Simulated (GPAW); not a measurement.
Runs of GPAW 26.7.0 on Pb. The structure is cubic, space group Fm-3m (No. 225). The conventional cell has a = 4.950 Å, b = 4.950 Å, c = 4.950 Å, α = 90.00°, β = 90.00°, γ = 90.00°. Pb (site symmetry m-3m) is surrounded by 12 Pb at 3.50 Å. 

| task | level | potentials or basis | spin | k mesh | cutoff (eV) | maxiter | hybrids on these orbitals | band path | band points | spin axis theta (degrees) | other keys | mesh quality | gap on the mesh (eV) | pressure (GPa) | V0 of scaled cells (Å³/atom) | B0 (GPa) |
| --- | --- | --- | --- | --- | --- | --- | --- | --- | --- | --- | --- | --- | --- | --- | --- | --- |
| equation of state | RPBE+D4 | the program's PAW data sets (release 1.2.1) made for this functional, pw | off | 9 × 9 × 9 | 600 | 150 | - | - | - | - | - | not flagged | - | - | 30.36 | 46 |
| equation of state | vdW-DF-cx | GPAW PAW data sets (gpaw-data 1.2.1), pw | off | 9 × 9 × 9 | 600 | 150 | - | - | - | - | - | not flagged | - | - | 30.23 | 49 |
| equation of state | SOGGA | PAW data sets generated in the run's folder for this functional, pw | off | 9 × 9 × 9 | 600 | 150 | - | - | - | - | - | not flagged | - | - | 29.72 | 50 |
| equation of state | PBE+D3 | GPAW PAW data sets (gpaw-data 1.2.1), pw | off | 9 × 9 × 9 | 600 | 150 | - | - | - | - | - | not flagged | - | - | (c) | 46 |
| single point | PBE0 | GPAW PAW data sets (gpaw-data 1.2.1), pw | off | 4 × 4 × 4 | 450 | 60 | - | - | - | - | - | coarse | none | - | - | - |
| one-shot levels on a semilocal density | LDA | the program's PAW data sets (release 1.2.1) made for this functional, pw | off | 6 × 6 × 6 | 500 | 150 | ["HSE06", "EXX", "B3LYP"] | - | - | - | - | coarse | none | (a) | - | - |
| equation of state | RPBE+D3 | the program's PAW data sets (release 1.2.1) made for this functional, pw | off | 9 × 9 × 9 | 600 | 150 | - | - | - | - | - | not flagged | - | - | 31.72 | 37 |
| band structure | WC | PAW data sets generated in the run's folder for this functional, pw | SOC, no magnetisation | 9 × 9 × 9 | 600 | 150 | - | GXWKGLUWLK,UX | 100 | 54.7 | - | not flagged | - | -0.7 | - | - |
| single point | PBE | GPAW PAW data sets (gpaw-data 1.2.1), pw | off | 12 × 12 × 12 | 600 | 80 | - | - | - | - | several, not listed | not flagged | none | (b) | - | - |
| equation of state | PBEsol | PAW data sets generated in the run's folder for this functional, pw | off | 9 × 9 × 9 | 600 | 150 | - | - | - | - | - | not flagged | - | - | 29.78 | 50 |
| equation of state | revPBE+D3(BJ) | the program's PAW data sets (release 1.2.1) made for this functional, pw | off | 9 × 9 × 9 | 600 | 150 | - | - | - | - | - | not flagged | - | - | 29.78 | 49 |

Alike in all rows: cell as given; smearing fermi-dirac 0.05 eV.

Q: Fill in the values left out.

A: (a) -1.7; (b) 2.4; (c) 30.59.

Caveats: some runs use coarse meshes; the PAW data sets were made with another functional, which shifts forces and pressure a little (some runs); exact exchange converges slowly with the k mesh, and this mesh is small (some runs); the cutoff is short for stress and forces, so pressures can be off by a GPa or more (some runs); one-shot exact exchange on a metal's smeared states is rough (some runs); spin-orbit coupling was added after a scalar SCF, so levels and gaps hold it while energy, forces, pressure and moments don't (some runs); this program's spin-orbit splittings come out too wide for heavy elements (some runs).

A k mesh can miss the band edges, and rows without SOC leave out spin-orbit coupling on Pb.

A gap of «none» marks a metal or a gap under the smearing width.
